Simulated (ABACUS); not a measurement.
Here is an ABACUS 3.10.1 calculation.

Contents of run_abacus.py:

```python
"""ABACUS run from a structure file: ASE reads it, the script writes STRU, KPT and INPUT."""
import re
import subprocess
import spglib
from ase import Atoms
from ase.io import read
from ase.units import Bohr

atoms = read("BeTe.cif")
cell, frac, numbers = spglib.standardize_cell((atoms.cell[:], atoms.get_scaled_positions(), atoms.numbers), to_primitive=True, symprec=1e-4)
atoms = Atoms(numbers=numbers, cell=cell, scaled_positions=frac, pbc=True)  # the primitive cell
atoms = atoms[(-atoms.numbers).argsort(kind="stable")]  # ABACUS lists atoms element by element
pseudo = {'Te': 'Te_ONCV_PBE-1.2.upf', 'Be': 'Be_ONCV_PBE-1.2.upf'}
orbital = {}
magmoms = None
kmesh = [5, 5, 5]
params = {
    'suffix': 'BeTe',
    'calculation': 'scf',
    'basis_type': 'pw',
    'pseudo_dir': './',
    'symmetry': 1,
    'dft_functional': 'MGGA_X_TPSS+MGGA_C_TPSS',
    'ecutwfc': 103,
    'pseudo_rcut': 10,
    'nspin': 1,
    'nbands': 20,
    'ks_solver': 'dav',
    'smearing_method': 'fd',
    'smearing_sigma': 0.00367493,
    'scf_thr': 1e-08,
    'scf_nmax': 100,
    'mixing_type': 'broyden',
    'mixing_beta': 0.7,
    'cal_force': 1,
    'cal_stress': 1,
    'mixing_tau': 1,
    'out_chg': 1,
    'out_pot': 2,
    'out_elf': 1,
}

symbols = atoms.get_chemical_symbols()
elements = list(dict.fromkeys(symbols))
lines = ["ATOMIC_SPECIES"] + [f"{e} {atoms.get_masses()[symbols.index(e)]:.4f} {pseudo[e]}" for e in elements]
if orbital:
    lines += ["", "NUMERICAL_ORBITAL"] + [orbital[e] for e in elements]
lines += ["", "LATTICE_CONSTANT", f"{1 / Bohr:.10f}", "", "LATTICE_VECTORS"]
lines += [" ".join(f"{x:.10f}" for x in v) for v in atoms.cell]
lines += ["", "ATOMIC_POSITIONS", "Direct"]
for e in elements:
    lines += ["", e, "0.0", str(symbols.count(e))]
    for i, p in enumerate(atoms.get_scaled_positions(wrap=False)):
        if symbols[i] == e:
            mag = "" if magmoms is None else " mag " + " ".join(str(x) for x in (magmoms[i] if isinstance(magmoms[i], list) else [magmoms[i]]))
            lines.append(" ".join(f"{x:.10f}" for x in p) + " 1 1 1" + mag)
open("STRU", "w").write("\n".join(lines) + "\n")
open("KPT", "w").write("K_POINTS\n0\nGamma\n%d %d %d 0 0 0\n" % tuple(kmesh))
open("INPUT", "w").write("INPUT_PARAMETERS\n" + "".join(f"{k:<20s}{v}\n" for k, v in params.items()))

done = subprocess.run(['mpirun', '-np', '4', 'abacus'])
if done.returncode:
    raise SystemExit(done.returncode)
log = open("OUT.BeTe/running_scf.log").read()
print("final energy (eV):", re.findall(r"FINAL_ETOT_IS (\S+)", log))
```

BeTe.cif

```cif
data_BeTe
_cell_length_a 5.54000000
_cell_length_b 5.54000000
_cell_length_c 5.54000000
_cell_angle_alpha 90.00000000
_cell_angle_beta 90.00000000
_cell_angle_gamma 90.00000000
_space_group_name_H-M_alt 'F-43m'
_space_group_name_Hall 'F -4 2 3'
_space_group_IT_number 216
loop_
_space_group_symop_operation_xyz
'x,y,z'
'y,-x,-z'
'-x,-y,z'
'-y,x,-z'
'x,-y,-z'
'y,x,z'
'-x,y,-z'
'-y,-x,z'
'z,x,y'
'-z,y,-x'
'z,-x,-y'
'-z,-y,x'
'-z,x,-y'
'z,y,x'
'-z,-x,y'
'z,-y,-x'
'y,z,x'
'-x,-z,y'
'-y,z,-x'
'x,-z,-y'
'-y,-z,x'
'x,z,y'
'y,-z,-x'
'-x,z,-y'
'x,y+1/2,z+1/2'
'y,-x+1/2,-z+1/2'
'-x,-y+1/2,z+1/2'
'-y,x+1/2,-z+1/2'
'x,-y+1/2,-z+1/2'
'y,x+1/2,z+1/2'
'-x,y+1/2,-z+1/2'
'-y,-x+1/2,z+1/2'
'z,x+1/2,y+1/2'
'-z,y+1/2,-x+1/2'
'z,-x+1/2,-y+1/2'
'-z,-y+1/2,x+1/2'
'-z,x+1/2,-y+1/2'
'z,y+1/2,x+1/2'
'-z,-x+1/2,y+1/2'
'z,-y+1/2,-x+1/2'
'y,z+1/2,x+1/2'
'-x,-z+1/2,y+1/2'
'-y,z+1/2,-x+1/2'
'x,-z+1/2,-y+1/2'
'-y,-z+1/2,x+1/2'
'x,z+1/2,y+1/2'
'y,-z+1/2,-x+1/2'
'-x,z+1/2,-y+1/2'
'x+1/2,y,z+1/2'
'y+1/2,-x,-z+1/2'
'-x+1/2,-y,z+1/2'
'-y+1/2,x,-z+1/2'
'x+1/2,-y,-z+1/2'
'y+1/2,x,z+1/2'
'-x+1/2,y,-z+1/2'
'-y+1/2,-x,z+1/2'
'z+1/2,x,y+1/2'
'-z+1/2,y,-x+1/2'
'z+1/2,-x,-y+1/2'
'-z+1/2,-y,x+1/2'
'-z+1/2,x,-y+1/2'
'z+1/2,y,x+1/2'
'-z+1/2,-x,y+1/2'
'z+1/2,-y,-x+1/2'
'y+1/2,z,x+1/2'
'-x+1/2,-z,y+1/2'
'-y+1/2,z,-x+1/2'
'x+1/2,-z,-y+1/2'
'-y+1/2,-z,x+1/2'
'x+1/2,z,y+1/2'
'y+1/2,-z,-x+1/2'
'-x+1/2,z,-y+1/2'
'x+1/2,y+1/2,z'
'y+1/2,-x+1/2,-z'
'-x+1/2,-y+1/2,z'
'-y+1/2,x+1/2,-z'
'x+1/2,-y+1/2,-z'
'y+1/2,x+1/2,z'
'-x+1/2,y+1/2,-z'
'-y+1/2,-x+1/2,z'
'z+1/2,x+1/2,y'
'-z+1/2,y+1/2,-x'
'z+1/2,-x+1/2,-y'
'-z+1/2,-y+1/2,x'
'-z+1/2,x+1/2,-y'
'z+1/2,y+1/2,x'
'-z+1/2,-x+1/2,y'
'z+1/2,-y+1/2,-x'
'y+1/2,z+1/2,x'
'-x+1/2,-z+1/2,y'
'-y+1/2,z+1/2,-x'
'x+1/2,-z+1/2,-y'
'-y+1/2,-z+1/2,x'
'x+1/2,z+1/2,y'
'y+1/2,-z+1/2,-x'
'-x+1/2,z+1/2,-y'
loop_
_atom_site_label
_atom_site_type_symbol
_atom_site_symmetry_multiplicity
_atom_site_Wyckoff_symbol
_atom_site_fract_x
_atom_site_fract_y
_atom_site_fract_z
_atom_site_occupancy
Te1 Te 4 c 0.2500000000 0.2500000000 0.2500000000 1
Be1 Be 4 a 0.0000000000 0.0000000000 0.0000000000 1
```

Potentials or basis: SG15 ONCV 1.2 PBE, plane waves.

The run is started by

```bash
$ OMP_NUM_THREADS=1 python run_abacus.py > log
```

Q: Predict the pressure.

A: 4.5 GPa.

Q: Predict the band gap on the k mesh.

A: 2.14 eV, indirect (least direct gap 3.95 eV).

Caveat: the potentials were made for another functional, which shifts forces and pressure; spin-orbit coupling is left out, which moves the levels of the heavy elements; an odd mesh through Γ misses points on the zone boundary, where band edges often lie. TPSS opens gaps a little over a GGA but as a rule still falls short of measured ones.
